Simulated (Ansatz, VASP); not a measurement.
**Co (Co(0001)): VASP beside Ansatz**

Wanted: the spread between two codes on one cell, functional and k mesh. The structure shown is the end of the VASP relaxation below.

Main program and level: Ansatz 0.2.0; plane waves, with VASP 6.6.1 beside it; single point at PBE.

## (1) The structure

The cell holds 4 atoms: 4 Co. Cell: a = 2.488 Å, b = 2.488 Å, c = 21.037 Å, α = 90.0°, β = 90.0°, γ = 60.0°. It derives from Co. As first built, before any earlier steps moved the atoms: 4 layers of hcp Co, cut at this functional's lattice. Vacuum lies along c.

Coordinates:

```cif
data_structure
_symmetry_space_group_name_H-M 'P 1'
_symmetry_Int_Tables_number 1
_cell_length_a 2.4880
_cell_length_b 2.4880
_cell_length_c 21.0369
_cell_angle_alpha 90.000
_cell_angle_beta 90.000
_cell_angle_gamma 60.000
_cell_volume 112.78
loop_
_atom_site_label
_atom_site_type_symbol
_atom_site_fract_x
_atom_site_fract_y
_atom_site_fract_z
_atom_site_occupancy
Co1 Co 0.66667 0.66667 0.35652 1
Co2 Co 0.00000 0.00000 0.45217 1
Co3 Co 0.66667 0.66667 0.54995 1
Co4 Co 0.00000 0.00000 0.64225 1
```

## (2) VASP: relaxation, PBE

This run makes the geometry at which the two programs are then compared.

Lines of VASP's logs that name or quote its potential files are left out, and so is its time.

File INCAR:

```
SYSTEM = Co
PREC = Normal
ENCUT = 320
EDIFF = 1E-05
NELM = 120
ISMEAR = 1
SIGMA = 0.15
LREAL = .FALSE.
ALGO = Fast
GGA = PE
NBANDS = 31
ISPIN = 2
MAGMOM = 2 2 2 2
LASPH = .TRUE.
LMAXMIX = 4
LORBIT = 11
LWAVE = .FALSE.
LCHARG = .FALSE.
KPAR = 8
IBRION = 2
NSW = 30
ISIF = 2
EDIFFG = -0.03
POTIM = 0.4
MAXMIX = 40
IDIPOL = 3
LDIPOL = .TRUE.
DIPOL = 0.5 0.5 0.5
```

File POSCAR:

```
Co
1.0
    2.4880051211      0.0000000000      0.0000000000
    1.2440025606      2.1546756396      0.0000000000
    0.0000000000      0.0000000000     21.0369379516
Co
4
Selective dynamics
Direct
    0.6666666700      0.6666666700      0.3565157600  F F F
    0.0000000000      0.0000000000      0.4521719200  F F F
    0.6666666700      0.6666666700      0.5478280800  T T T
    0.0000000000      0.0000000000      0.6434842400  T T T
```

File KPOINTS:

```
Automatic mesh
0
Gamma
12 12 1
0 0 0
```

Potentials, in the order of the species: Co (PBE family, release 64).

The run is started by

```
$ mpirun -np 8 vasp_std
```

Numbers of over 12 decimals in the logs are rounded to 6 here.

Log:

```text
[banner, memory and clock lines left out]
running    8 mpi-ranks, on    1 nodes
 distrk:  each k-point on    1 cores,    8 groups
 distr:  one band on    1 cores,    1 groups

 POSCAR found type information on POSCAR Co
 POSCAR found :  1 types and       4 ions
|                                                                             |
|           W    W    AA    RRRRR   N    N  II  N    N   GGGG   !!!           |
|           W    W   A  A   R    R  NN   N  II  NN   N  G    G  !!!           |
|           W    W  A    A  R    R  N N  N  II  N N  N  G       !!!           |
|           W WW W  AAAAAA  RRRRR   N  N N  II  N  N N  G  GGG   !            |
|           WW  WW  A    A  R   R   N   NN  II  N   NN  G    G                |
|           W    W  A    A  R    R  N    N  II  N    N   GGGG   !!!           |
|                                                                             |
|     For optimal performance we recommend to set                             |
|       NCORE = 2 up to number-of-cores-per-socket                            |
|     NCORE specifies how many cores store one orbital (NPAR=cpu/NCORE).      |
|     This setting can greatly improve the performance of VASP for DFT.       |
|     The default, NCORE=1 might be grossly inefficient on modern             |
|     multi-core architectures or massively parallel machines. Do your        |
|     Unfortunately you need to use the default for GW and RPA                |
|     calculations (for HF NCORE is supported but not extensively tested      |
|     yet).                                                                   |
|                                                                             |

 LDA part: xc-table for (Slater+PW92), standard interpolation
 POSCAR, INCAR and KPOINTS ok, starting setup
 FFT: planning ... GRIDC
 FFT: planning ... GRID_SOFT
 FFT: planning ... GRID
 WAVECAR not read
 entering main loop
       N       E                     dE             d eps       ncg     rms          rms(c)
DAV:   1     0.207695192059E+03    0.20770E+03   -0.12091E+04  2356   0.864E+02
DAV:   2    -0.186954583321E+02   -0.22639E+03   -0.20889E+03  2440   0.238E+02
DAV:   3    -0.305019198732E+02   -0.11806E+02   -0.11481E+02  2713   0.768E+01
DAV:   4    -0.306452054578E+02   -0.14329E+00   -0.14324E+00  2731   0.911E+00
DAV:   5    -0.306495134770E+02   -0.43080E-02   -0.43079E-02  3543   0.108E+00    0.203E+01
RMM:   6    -0.390733148779E+02   -0.84238E+01   -0.37471E+01  2358   0.556E+01    0.425E+01
RMM:   7    -0.320147561763E+02    0.70586E+01   -0.99486E+00  2374   0.257E+01    0.333E+01
RMM:   8    -0.258580643780E+02    0.61567E+01   -0.31804E+00  2372   0.166E+01    0.102E+01
RMM:   9    -0.259755043934E+02   -0.11744E+00   -0.54264E-01  2388   0.577E+00    0.457E+00
RMM:  10    -0.262919994411E+02   -0.31650E+00   -0.27257E-01  2366   0.367E+00    0.214E+00
RMM:  11    -0.266680430816E+02   -0.37604E+00   -0.11497E-01  2386   0.207E+00    0.811E+00
RMM:  12    -0.263056462645E+02    0.36240E+00   -0.57509E-02  2396   0.191E+00    0.194E+00
RMM:  13    -0.263375204769E+02   -0.31874E-01   -0.18941E-02  2406   0.934E-01    0.166E+00
RMM:  14    -0.263569370044E+02   -0.19417E-01   -0.10233E-02  2397   0.803E-01    0.812E-01
[...]
RMM:  24    -0.267312219121E+02   -0.15892E-02   -0.10338E-04  1917   0.357E-02    0.199E-02
RMM:  25    -0.267315329132E+02   -0.31100E-03   -0.19122E-05  1631   0.201E-02    0.164E-02
RMM:  26    -0.267317624200E+02   -0.22951E-03   -0.23103E-05  1627   0.170E-02    0.736E-03
RMM:  27    -0.267318770496E+02   -0.11463E-03   -0.72738E-06  1485   0.991E-03    0.421E-03
RMM:  28    -0.267319235017E+02   -0.46452E-04   -0.42931E-06  1372   0.699E-03    0.285E-03
RMM:  29    -0.267319339829E+02   -0.10481E-04   -0.75433E-07  1189   0.447E-03    0.206E-03
RMM:  30    -0.267319484449E+02   -0.14462E-04   -0.57489E-07  1185   0.412E-03    0.202E-03
RMM:  31    -0.267319568807E+02   -0.84358E-05   -0.28824E-07  1178   0.397E-03
   1 F= -.26731957E+02 E0= -.26732896E+02  d E =-.267320E+02  mag=     6.7772
[...]
2 F= -.26746500E+02 E0= -.26747512E+02  d E =-.145435E-01  mag=     6.7893
[...]
3 F= -.26751043E+02 E0= -.26752143E+02  d E =-.190864E-01  mag=     6.7996
[...]
4 F= -.26751081E+02 E0= -.26752175E+02  d E =-.191239E-01  mag=     6.7981
 curvature:  -0.88 expect dE=-0.531E-04 dE for cont linesearch -0.943E-05
 ZBRENT: accuracy reached
 trial: gam=-0.02048 g(F)=  0.604E-04 g(S)=  0.000E+00 ort = 0.454E-03 (trialstep = 0.118E+01)
 search vector abs. value=  0.498E-04
 bond charge predicted
       N       E                     dE             d eps       ncg     rms          rms(c)
DAV:   1    -0.267511197638E+02   -0.35397E-04   -0.10201E-02  2482   0.471E-01    0.530E-02
RMM:   2    -0.267510384917E+02    0.81272E-04   -0.12226E-04  2321   0.940E-02    0.298E-02
RMM:   3    -0.267511384747E+02   -0.99983E-04   -0.28660E-05  1799   0.381E-02    0.122E-02
RMM:   4    -0.267511507537E+02   -0.12279E-04   -0.74210E-06  1457   0.195E-02    0.869E-03
RMM:   5    -0.267511646320E+02   -0.13878E-04   -0.25422E-06  1435   0.130E-02    0.446E-03
RMM:   6    -0.267511676393E+02   -0.30073E-05   -0.77111E-07  1391   0.670E-03
   5 F= -.26751168E+02 E0= -.26752270E+02  d E =-.869014E-04  mag=     6.7984
 ZBRENT: can't locate minimum, use default step
 trial-energy change:   -0.000087  1 .order   -0.000057   -0.000060   -0.000055
 step:   4.7154(harm= 13.0405)  dis= 0.00533  next Energy=   -26.751414 (dE=-0.333E-03)
 reached required accuracy - stopping structural energy minimisation
```

Parts of OUTCAR (step 2):

```text
ion  position               nearest neighbor table
   1  0.667  0.667  0.357-   2 2.47   2 2.47   2 2.47
   2  0.000  0.000  0.452-   1 2.47   3 2.47   1 2.47   3 2.47   1 2.47   3 2.47
   3  0.667  0.667  0.548-   4 2.47   2 2.47   4 2.47   2 2.47   4 2.47   2 2.47
   4  0.000  0.000  0.643-   3 2.47   3 2.47   3 2.47

  LATTYP: Found a hexagonal cell.
 ALAT       =     2.4880051211
 C/A-ratio  =     8.4553435092

 Subroutine GETGRP returns: Found 12 space group operations
 (whereof  6 operations were pure point group operations)

The static configuration has the point symmetry C_3v.
 The point group associated with its full space group is D_3d.

 Found     19 irreducible k-points:

   k-points           NKPTS =     19   k-points in BZ     NKDIM =     19   number of bands    NBANDS=     31

   dimension x,y,z NGX =    12 NGY =   12 NGZ =   96
   dimension x,y,z NGXF=    24 NGYF=   24 NGZF=  192

   ENCUT  =  320.0 eV  23.52 Ry    4.85 a.u.   3.63  3.63 30.68*2*pi/ulx,y,z

   NELECT =      36.0000    total number of electrons

 k-points in reciprocal lattice and weights: Automatic mesh
   0.00000000  0.00000000  0.00000000       0.007
   0.08333333  0.00000000  0.00000000       0.042
   0.16666667 -0.00000000  0.00000000       0.042
   0.25000000  0.00000000  0.00000000       0.042
   0.33333333 -0.00000000  0.00000000       0.042
   0.41666667 -0.00000000  0.00000000       0.042
   0.50000000  0.00000000  0.00000000       0.021
   0.16666667  0.08333333  0.00000000       0.042
   0.25000000  0.08333333  0.00000000       0.083
[...]
-0.41666667  0.25000000  0.00000000       0.083
  -0.33333333  0.33333333  0.00000000       0.014

 dipolmoment           0.000000      0.000000     -0.001687 electrons x Angstroem

 average (electrostatic) potential at core
       1 -87.5099       2 -87.6160       3 -87.6318       4 -87.5055

 E-fermi :   1.0298

 spin component 1
 k-point     1 :       0.0000    0.0000    0.0000
  band No.  band energies     occupation
    ...
     20      -0.0404      1.00000
     21      -0.0404      1.00000
     22       0.0725      1.00000
     23       0.0725      1.00000
     24       0.2006      1.00000
     25       1.1956     -0.03291
     26       5.6737      0.00000
     27       5.7800      0.00000
     28       7.0718      0.00000
     29       7.9867      0.00000
    ...

 k-point     2 :       0.0833    0.0000    0.0000
  band No.  band energies     occupation
    ...
     20      -0.4115      1.00000
     21      -0.1737      1.00000
     22      -0.0413      1.00000
     23       0.0900      1.00000
     24       0.8733      1.02903
     25       1.9403     -0.00000
     26       5.9017      0.00000
     27       5.9886      0.00000
     28       7.3002      0.00000
     29       8.1613      0.00000
    ...

 k-point     3 :       0.1667   -0.0000    0.0000
  band No.  band energies     occupation
    ...
     19      -0.5099      1.00000
     20      -0.4816      1.00000
     21      -0.0460      1.00000
     22       0.1284      1.00000
     23       0.1712      1.00000
     24       1.7999     -0.00000
     25       3.2549     -0.00000
     26       6.5602      0.00000
     27       6.6293      0.00000
     28       7.9846      0.00000
    ...

 k-point     4 :       0.2500    0.0000    0.0000
  band No.  band energies     occupation
    ...
     19      -0.3872      1.00000
     20      -0.3871      1.00000
     21      -0.0388      1.00000
     22       0.1688      1.00000
     23       0.7556      1.01338
     24       2.8788     -0.00000
     25       4.8027      0.00000
     26       7.5569      0.00000
     27       7.7626      0.00000
     28       9.1181      0.00000
    ...

 k-point     5 :       0.3333   -0.0000    0.0000
  band No.  band energies     occupation
    ...
     18      -0.1203      1.00000
     19      -0.1058      1.00000
     20      -0.0377      1.00000
     21       0.0539      1.00000
     22       0.2266      1.00000
     23       1.6419     -0.00000
     24       4.1097      0.00000
     25       6.5463      0.00000
     26       8.7382      0.00000
     27       9.3468      0.00000
    ...

 k-point     6 :       0.4167   -0.0000    0.0000
  band No.  band energies     occupation
    ...
     17       0.1446      1.00000
     18       0.2294      1.00000
     19       0.3297      1.00000
     20       0.3794      1.00000
     21       0.9114      0.98719
     22       1.0845      0.21278
     23       2.8476     -0.00000
     24       4.9307      0.00000
     25       7.9092      0.00000
     26       8.1035      0.00000
    ...

  Total       -1.3181227     -1.3181227     -0.6847113     -0.0000000      0.0000000      0.0000000
  in kB      -18.7262457    -18.7262457     -9.7275250     -0.0000000      0.0000000      0.0000000
  external PRESSURE =     -15.7266721 kB  Pullay stress =       0.0000000 kB

  energy-cutoff  :      320.00
  volume of cell :      112.78
      direct lattice vectors                 reciprocal lattice vectors
     2.488005121  0.000000000  0.000000000     0.401928433 -0.232053489  0.000000000
     1.244002561  2.154675640  0.000000000     0.000000000  0.464106978  0.000000000
     0.000000000  0.000000000 21.036937952     0.000000000  0.000000000  0.047535435

 POSITION                                       TOTAL-FORCE (eV/Angst)
 -----------------------------------------------------------------------------------
      2.48801      1.43645      7.50000         0.000000     -0.000000      0.403174
      0.00000      0.00000      9.51231        -0.000000      0.000000     -0.450920
      2.48801      1.43645     11.56933         0.000000     -0.000000      0.022992
      3.73201      2.15468     13.51102        -0.000000     -0.000000      0.024755
 -----------------------------------------------------------------------------------
    total drift:                               -0.000001     -0.000000     -0.000663

  FREE ENERGIE OF THE ION-ELECTRON SYSTEM (eV)
  ---------------------------------------------------
  free  energy   TOTEN  =       -26.7511676393 eV

  energy  without entropy=      -26.7544746763  energy(sigma->0) =      -26.75226998

 reached required accuracy - stopping structural energy minimisation

 vacuum level on the upper side and lower side of the slab         5.941         5.936

 total charge
# of ion       s       p       d       tot
------------------------------------------
    1        0.480   0.405   7.217   8.102
    2        0.486   0.516   7.245   8.247
    3        0.494   0.533   7.257   8.284
    4        0.488   0.420   7.233   8.142
--------------------------------------------------
tot          1.949   1.874  28.951  32.774

 magnetization (x)
# of ion       s       p       d       tot
------------------------------------------
    1       -0.012  -0.044   1.802   1.746
    2       -0.013  -0.051   1.768   1.704
    3       -0.013  -0.052   1.757   1.693
    4       -0.012  -0.044   1.785   1.729
--------------------------------------------------
tot         -0.050  -0.190   7.113   6.872

[... 6 further parts left out ...]
```

CONTCAR:

```
Co
   1.00000000000000
     2.4880051211000000    0.0000000000000000    0.0000000000000000
     1.2440025606000000    2.1546756396000002    0.0000000000000000
     0.0000000000000000    0.0000000000000000   21.0369379515999988
  Co
     4
Selective dynamics
Direct
     0.6666666699999979    0.6666666699999979    0.3565157600000006   F   F   F
     0.0000000000000000    0.0000000000000000    0.4521719199999978   F   F   F
     0.6666666699999979    0.6666666699999979    0.5499533346424983   T   T   T
     1.0000000000000000    1.0000000000000000    0.6422520366976849   T   T   T
```

The run keeps the 6 symmetry operations of its start, so it cannot find a distortion of lower symmetry.

(Continued in part 2 of 2.)

[Lines on the potential files, build, host, timing and source positions are cut from VASP's logs without a mark.]

[Logs are printed without paths, hosts, clocks, repeated set-up lines and the standing remarks that a program may print on its own settings, such as how far it seeks lower states.]

[Hosts, paths, dates, database ids (printed as entryN), source tags and the programs' standing remarks are cut or masked in the printed files.]
